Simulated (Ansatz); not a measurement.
**Ca under strains and displacements**

Method: Ansatz, DFT PBE, scalar-relativistic, plane waves, PAW.

Cutoff 420 eV; k points 12×12×6 on the computed 2-atom cell (Γ-centred); Gaussian smearing, width 0.10 eV; no spin polarisation.

Reference cell:

```
Ca
1.0
     3.98000    0.00000    0.00000
    -1.99000    3.44678    0.00000
     0.00000    0.00000    6.52000
Ca
2
Direct
  0.33333 0.66667 0.25000
  0.66667 0.33333 0.75000
```

Each variant moves atoms of this cell by the vectors given, if any (Å), and then applies a symmetric strain (tensor components, Cartesian axes). The reference cell isn't relaxed at this level. Energies are per atom at zero smearing, counted from the lowest variant. Pressure is positive in compression.

1. no strain; moves: Ca2 (0.000, 0.225, 0.000)
2. strain (xx yy zz yz xz xy, %) 2.45 2.45 -6.55 0.00 0.00 0.00; moves: Ca1 (0.000, 0.000, -0.030); Ca2 (0.000, 0.000, 0.030)
3. no strain; moves: Ca1 (0.097, -0.012, -0.114)
4. strain (xx yy zz yz xz xy, %) -2.32 -4.63 -2.26 -0.18 0.30 -2.00; moves: Ca1 (0.013, -0.008, -0.058); Ca2 (-0.013, 0.008, 0.058)

Problem. Order the variants by energy, lowest first.

Solution. 1 (0.0 meV/atom), 3 (1.6 meV/atom), 4 (2.7 meV/atom), 2 (15.3 meV/atom).

Problem. Order them by pressure, highest first.

Solution. 4 (0.82 GPa), 2 (-0.41 GPa), 3 (-0.80 GPa), 1 (-0.84 GPa).

This form isn't the element's structure at ambient conditions.